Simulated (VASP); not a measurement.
SrO:

```xyz
2
Lattice="0.0000 2.5663 2.5663 2.5663 0.0000 2.5663 2.5663 2.5663 0.0000" Properties=species:S:1:pos:R:3 pbc="T T T"
Sr    2.5663    2.5663    2.5663
O     0.0000    0.0000    0.0000
```

Base run:

```yaml
Program: VASP 6.6.1
Functional: PBE
Potentials_or_basis: VASP PAW PBE potentials, release 64 (Sr_sv, O)
Cutoff: 520 eV
k_mesh: 8 × 8 × 8
Occupations: gaussian, width 0.02 eV
Spin: spin-orbit coupling, no magnetisation
```

Its results: pressure 3.9 GPa.

**Question.** The run is repeated on the same cell with these changes: functional from PBE to LDA; potentials or basis from VASP PAW PBE potentials, release 64 (Sr_sv, O) to VASP PAW LDA potentials, release 64 (Sr_sv, O). What comes out?

**Answer.** Pressure -3.1 GPa.
